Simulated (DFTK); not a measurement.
A run of DFTK 0.8.2:

The input run.jl:

```julia
using DFTK
using PseudoPotentialData
using Unitful, UnitfulAtomic
using LinearAlgebra, Printf
include("save.jl")
disable_threading()

# lattice vectors are the columns
lattice = austrip(1u"Å") * [        2.1542        -2.1542            0.0;
             1.2437279499   1.2437279499  -2.4874558998;
                    3.758          3.758          3.758]
symbols   = [:Sb, :Sb]
positions = [[0.76651, 0.76651, 0.76651],
             [0.23349, 0.23349, 0.23349]]
pseudopotentials = PseudoFamily("dojo.nc.sr.pbe.v0_4_1.standard.upf")
elements = Dict(s => ElementPsp(s, pseudopotentials) for s in unique(symbols))
atoms    = [elements[s] for s in symbols]

build_model(lattice, positions; symmetries=true) =
    model_DFT(lattice, atoms, positions;
              functionals=PBE(),
              temperature=austrip(0.05u"eV"),
              smearing=Smearing.FermiDirac(),
              symmetries)
Ecut  = 40.0  # hartree
kgrid = [8, 8, 8]
tol   = 1e-6
to_GPa = ustrip(uconvert(u"GPa", 1u"hartree/bohr^3"))

model = build_model(lattice, positions)
basis = PlaneWaveBasis(model; Ecut, kgrid)
display(basis)
scfres = self_consistent_field(basis;
                               tol,
                               nbandsalg=AdaptiveBands(model; n_bands_converge=20))
display(scfres.energies)
@printf "Fermi level: %.6f eV\n" ustrip(auconvert(u"eV", something(scfres.εF, NaN)))
forces = compute_forces_cart(scfres)
println("Forces (eV/Å)")
for (s, f) in zip(symbols, forces)
    @printf "%-3s %12.6f %12.6f %12.6f\n" s ustrip.(auconvert.(u"eV/Å", f))...
end
stress = compute_stresses_cart(scfres)
println("Stress (GPa)")
display(round.(stress * to_GPa; digits=4))
println("Levels at the first k-point (eV): ", round.(ustrip.(auconvert.(u"eV", scfres.eigenvalues[1][1:scfres.n_bands_converge])); digits=4))
save_scf!(scfres; forces, stress)
```

Potentials or basis: dojo.nc.sr.pbe.v0_4_1.standard.upf (PBE).

Launch:

```sh
$ julia --threads=1 run.jl  # save.jl only writes the numbers to a file and isn't shown; printed stress counts tension as positive; times include loading and compiling
```

Hardware: 1 thread of AMD EPYC 9R14 (Zen 4) (shared host).

Problem. How long does it take, and how much memory?

Solution. Run time: 4.5 min on 1 thread of AMD EPYC 9R14 (Zen 4), on a shared host, peak memory 2.5 GiB. Counts: scf iterations 9, k points 65, plane waves 4959, bands 20.
